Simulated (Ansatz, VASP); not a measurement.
MnO in VASP and in Ansatz

INCAR

```
ALGO = Normal
EDIFF = 1E-6
ENCUT = 520
GGA = PS
ISIF = 2
ISMEAR = 0
ISPIN = 2
LASPH = T
LCHARG = T
LELF = T
LMAXMIX = 4
LORBIT = 11
LREAL = F
LVHAR = T
LWAVE = F
MAGMOM = 4 0
NELM = 150
PREC = Accurate
SIGMA = 0.1
```

The input KPOINTS:

```
k-points
0
Gamma
  10 10 10
```

Contents of POSCAR:

```
MnO
3.1451
    0.000000000000      0.707102382373      0.707102382373
    0.707102382373      0.000000000000      0.707102382373
    0.707102382373      0.707102382373      0.000000000000
Mn O
1 1
Direct
    0.0000000000      0.0000000000      0.0000000000
    0.5000000000      0.5000000000      0.5000000000
```

The input input.yaml:

```yaml
crystal:
  lattice:
    - [0.0, 2.2239077028, 2.2239077028]
    - [2.2239077028, 0.0, 2.2239077028]
    - [2.2239077028, 2.2239077028, 0.0]
  atoms:
    - { symbol: Mn, position: [0.0, 0.0, 0.0], spin: 4.0 }
    - { symbol: O, position: [0.5, 0.5, 0.5] }
hamiltonian:
  xc: pbesol
  pseudopotentials: { kind: paw }
magnetization:
  spin_polarized: true
kpoints:
  mp_grid: { grid: [10, 10, 10] }
scf:
  occupations: { method: gaussian, width: 0.1 }
output:
  forces: true
  stress: true
  eigenvalues: true
  write_density: true
  write_potential: true
  elf: true
  volumetric_format: npy
```

The cell is a database's computed one.

Alike in both runs: task single point; functional PBEsol; k mesh 10 × 10 × 10; occupations gaussian, width 0.1 eV; collinear spin, ferromagnetic start.

|  | VASP | Ansatz |
| --- | --- | --- |
| version | VASP 6.6.1 | Ansatz 0.2.0 |
| potentials or method | VASP PAW PBE potentials, release 54 (Mn_pv, O) | Ansatz PAW |
| plane-wave cutoff (eV) | 520 | 420 |
| valence electrons in the cell | 19 | 21 |

```csv
,VASP,Ansatz,Ansatz less VASP
gap on the k mesh at the Fermi level (eV),none,none,-
pressure (GPa),-6.8,-7.0,-0.23
net moment per atom (μB),2.39,2.39,0.000
size of the moment on the site where the two differ most (μB),4.33,4.04,-0.286
```

Site moments also hang on the region over which each program counts them. A gap of «none» marks a metal or a gap that the smearing closes. With one functional, cell and mesh, what is left measures potentials, basis and numerics. The two sets of potentials don't hold the same shells in valence.

Caveats: a cell with one magnetic atom can't hold antiferromagnetic order, which such compounds often take; semilocal functionals often make such compounds metallic where correlation or magnetic order opens a gap, which also shifts bond lengths; the PAW data sets were made with another functional, which shifts forces and pressure a little (VASP); the pressure holds a Pulay correction of +0.6 GPa for the finite cutoff (Ansatz); the PAW data sets come from PBE, with cores solved anew for the run's functional, which leaves a small shift of forces and pressure (Ansatz). With open d or f shells a metallic result of PBEsol can be an artefact of self-interaction; +U or a hybrid may open a gap.
